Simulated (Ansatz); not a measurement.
**ZrB$_{2}$: what symmetry allows forces and stress to be**

```xyz
3
Lattice="3.0153 0.0000 0.0000 -1.5077 2.6113 0.0000 0.0000 0.0000 3.6703" Properties=species:S:1:pos:R:3 pbc="T T T"
Zr    0.0000    0.0000   -0.1475
B     0.0000    1.7409    1.9089
B     1.5077    0.8704    1.9089
```

Level of theory: DFT PBE, scalar-relativistic, plane waves, PAW (Ansatz).

Plane waves to 420 eV, a k mesh through Γ of 15×15×10 on the computed 3-atom cell and Gaussian smearing (0.10 eV); no spin polarisation.

This distorted cell has space group P6mm, with 12 operations.

**Question.** Without a calculation: in which directions can each atom feel a force?

**Answer.** A force must be left unchanged by every operation that keeps its atom in place, so it lies in the space that those operations leave fixed. Atoms that the group maps onto each other feel forces of one size.
```json
{"atom": "Zr1", "site symmetry": "6mm", "operations at the site": "12", "equivalent to atom": "1", "allowed force (Cartesian)": "along (0.00, 0.00, 1.00)"}
{"atom": "B2", "site symmetry": "3m.", "operations at the site": "6", "equivalent to atom": "2", "allowed force (Cartesian)": "along (0.00, 0.00, 1.00)"}
{"atom": "B3", "site symmetry": "3m.", "operations at the site": "6", "equivalent to atom": "2", "allowed force (Cartesian)": "along (0.00, 0.00, 1.00)"}
```

That leaves 2 independent force components of 9, tied by 1 condition that the forces sum to zero, so 1 remains. A relaxation in this cell that keeps the symmetry moves the atoms in these directions alone.

**Question.** And the stress tensor?

**Answer.** It must be invariant under the point group, which leaves 2 independent components: yz, xz, xy vanish; xx = yy.

**Question.** Do the computed values obey this?

**Answer.** Yes. Forces (eV/Å):
```
Zr1  0.000  0.000  3.448
B2   0.000  0.000 -1.724
B3   0.000  0.000 -1.724
```

Stress (GPa, compression positive, xx yy zz yz xz xy): 35.72 35.72 5.96 0.00 0.00 0.00. The program imposes the same operations on density, forces and stress, so this confirms the analysis and is no independent test of the calculation.